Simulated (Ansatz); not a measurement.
The cell was built from the rocksalt type and relaxed in the same program; it needn't be a known or the stable phase. The listed cell was then made from it by scaling, straining or moving an atom.

SrO: DFT, PBE, PAW with Ansatz's default frozen-core files, scalar-relativistic (Ansatz 0.2.0). What sets it apart from a plain run of this crystal: atom 2 (O) moved by (0.0000, 0.0000, 0.0800) Å.

```yaml
crystal:
  lattice:
    - [0.0, 2.5974064114, 2.5974064114]
    - [2.5974064114, 0.0, 2.5974064114]
    - [2.5974064114, 2.5974064114, 0.0]
  atoms:
    - { symbol: Sr, position: [0.0, 0.0, 0.0] }
    - { symbol: O, position: [0.5153999774, 0.5153999774, 0.4846000226] }
kpoints:
  mp_grid: { grid: [13, 13, 13] }
scf:
  occupations: { method: fermi_dirac, width: 0.03 }
hamiltonian:
  xc: pbe
  pseudopotentials: { kind: paw }
output:
  forces: true
  stress: true
  eigenvalues: true
  efg: { contact_densities: true }
```

Output:

```
Sr: output.efg is read without spin–orbit coupling, which moves field gradients at and beside such atoms by some per cent and up to a factor of two; PAW files take it under magnetization.noncollinear and magnetization.spin_orbit
Engine: ansatz 0.2.0
Pseudopotentials: kind: paw
Pseudopotential: Sr, paw, valence charge 10, recommended cutoff 420 eV (normal)
Pseudopotential: O, paw, valence charge 6, recommended cutoff 420 eV (normal)
Functional definition: PBE
  parameter kappa = 0.804
  parameter beta = 0.06672455060314922
  exchange = pbe_x(kappa = kappa, mu = beta*pi^2/3)
  correlation = pbe_c(beta = beta)
Crystal: 2 atoms, lattice volume = 35.047 Å³
Basis set: ecut = 420 eV, 701 PW (Γ), exchange–correlation on 50×50×50 points (8 copies of the dense FFT grid, shifted against one another)
Bands: 12, of which v1, the nominal top of the filled ones, is band 8 counted from 1 (7 counted from 0)
Symmetry: 8 space group operations
Space group: I4mm (ITA 107), of the structure as read, at distance tolerance 3.3e-5 Å
k-points: 196 of 2197 (time reversal used)
Non-local potential: Sr, projectors of the file, l = 0: 3, l = 1: 2, l = 2: 2
Non-local potential: O, projectors of the file, l = 0: 2, l = 1: 2, l = 2: 1
PAW form: soft (Blöchl's): semilocal exchange-correlation on the pseudo side does not see the compensation charge
PAW one-centre angular grid: Sr, 110 points (default); XC on 64 Gauss nodes
PAW one-centre angular grid: O, 110 points (default); XC on 64 Gauss nodes
Initial density: superposition of atomic densities (neutral atoms: chi_scale 0, normalization atom), corrected by the library's trained network
Initial wavefunctions: pseudopotential atomic-orbital guess
Functional: x = pbe(κ = 0.804, μ = 0.2195149727645171), c = pbe(β = 0.06672455060314922)
SCF iter   1: F=—  HF=-4114.621895 eV  |F-HF|=—  |Δ(HF+E_count)|=         —  Δρ=3.81e-4  dr2=9.03e-6  ethr=1.77e-3  ⟨swp⟩=8.7  Hψ=19312  notcnv=0
preconditioner: auto → none  [insulator: Δε(μ)=3.360 eV  Ē_g=16.068 eV  σ=0.030 eV  W_gap=1.00  n_scr=8 (ndim 8)  ℏωp=23.5 eV  f_vac=0.000  D(μ)=0.00/eV (n_scr^D=0)  ε∞_Penn≈3.1]
SCF iter   2: F=—  HF=-4114.622835 eV  |F-HF|=—  |Δ(HF+E_count)|=   9.40e-4  Δρ=4.64e-4  dr2=7.99e-5  ethr=5.64e-8  ⟨swp⟩=4.3  Hψ=8361  notcnv=0
SCF iter   3: F=—  HF=-4114.622861 eV  |F-HF|=—  |Δ(HF+E_count)|=   2.61e-5  Δρ=1.74e-4  dr2=8.70e-6  ethr=5.64e-8  ⟨swp⟩=2.6  Hψ=4098  notcnv=0
SCF iter   4: F=—  HF=-4114.622885 eV  |F-HF|=—  |Δ(HF+E_count)|=   2.42e-5  Δρ=6.77e-5  dr2=1.49e-6  ethr=5.43e-8  ⟨swp⟩=3.0  Hψ=3800  notcnv=0
SCF iter   5: F=—  HF=-4114.622885 eV  |F-HF|=—  |Δ(HF+E_count)|=   9.00e-8  Δρ=3.31e-5  dr2=4.09e-7  ethr=9.33e-9  ⟨swp⟩=1.0  Hψ=2352  notcnv=0
SCF iter   6: F=-4114.622885 eV  HF=-4114.622885 eV  |F-HF|=6.90e-8  |Δ(HF+E_count)|=   6.06e-8  Δρ=1.41e-5  dr2=7.86e-8  ethr=6.25e-10  ⟨swp⟩=4.2  Hψ=9679  notcnv=0
SCF 1 converged in 6 iterations: F = -4114.622885 eV  dr2 = 7.86e-8
  greatest PAW one-centre occupation: 0.987 electrons in one spin orbital (limit 2), on the Sr atom at site 0 (counted from 0), in its partial waves of l = 0
SCF converged after 6 iterations
Free energy (F): -4114.622885 eV
Harris-Foulkes:  -4114.622885 eV  (|F-HF|=6.90e-8)
Internal energy: -4114.622885 eV  (E = F + TS)
E sigma→0 (E₀):  -4114.622885 eV
Fermi energy:    9.299877 eV
--- Per-component energies (eV) ---
  E_band       = -63.918164
  E_kinetic    = 422.200291
  E_local      = -879.201262  (includes V_loc(G=0)·N_el)
  E_nonlocal   = 250.060045
  E_hartree    = 238.845139
  E_xc         = -249.138483
  E_vxc        = -258.845372  (∫ρ·V_xc dr)
  E_paw        = -2852.277162  (= ΣΔE_a)
  E_vpaw       = -75.820520  (= ΣTr[D̂ρ^β])
  E_aug_tail   = 0.002367  (compensation charges beyond the density's cutoff)
  E_ewald      = -1045.113820
  E_smearing   = -0.000000  (= −TS)
  E_closure    = 0.000000  (closes the sum)
  Σ components = -4114.622885   (vs F -4114.622885, Δ=0.00e0)
--- Forces (eV/Å), atoms counted from 1 ---
  atom   1  Sr     0.00000000     0.00000000     0.15072730
  atom   2  O      0.00000000     0.00000000    -0.15076883
  max |Σ_I F_I| component: 4.15e-5 eV/Å
--- Stress (GPa, compression-positive) ---
       -0.042849       0.000000       0.000000
        0.000000      -0.042849       0.000000
        0.000000       0.000000       0.560435
  P = ⅓ Tr σ = 0.1582 GPa (1.582 kbar)
--- PAW observables at the nuclei: V_zz in 10²¹ V/m², potentials from the cell's mean, atoms counted from 1 ---
  atom   1  Sr V_zz =    -0.212059   η = 0.0000   by run symmetry: allowed
            electrostatic potential = -5511.105957 V   contact ρ = 401066.792704 e/Å³
  atom   2  O  V_zz =    -0.104533   η = 0.0000   by run symmetry: allowed
            electrostatic potential = -625.591960 V   contact ρ = 2157.339767 e/Å³
--- Band table (eV; the first three rows and the last of 196) ---
  k-point 0: bands = ["-24.8068", "-7.4408", "-6.4764", "-6.4764", "-6.4595", "7.5881", "7.5881", "7.5912", "11.3922", "13.7990", "13.8215", "13.8215"]
  k-point 1: bands = ["-24.8000", "-7.5988", "-6.4845", "-6.4809", "-6.3154", "7.3966", "7.5176", "7.5300", "11.6701", "13.7299", "13.9226", "13.9301"]
  k-point 2: bands = ["-24.7810", "-7.9193", "-6.4968", "-6.4933", "-6.0436", "6.9695", "7.3307", "7.3430", "12.3747", "13.5991", "14.2421", "14.2473"]
  k-point 195: bands = ["-24.6500", "-7.6811", "-7.2116", "-6.8013", "-6.6392", "7.1537", "7.3974", "7.4517", "11.0917", "15.3110", "17.0647", "17.7327"]
```
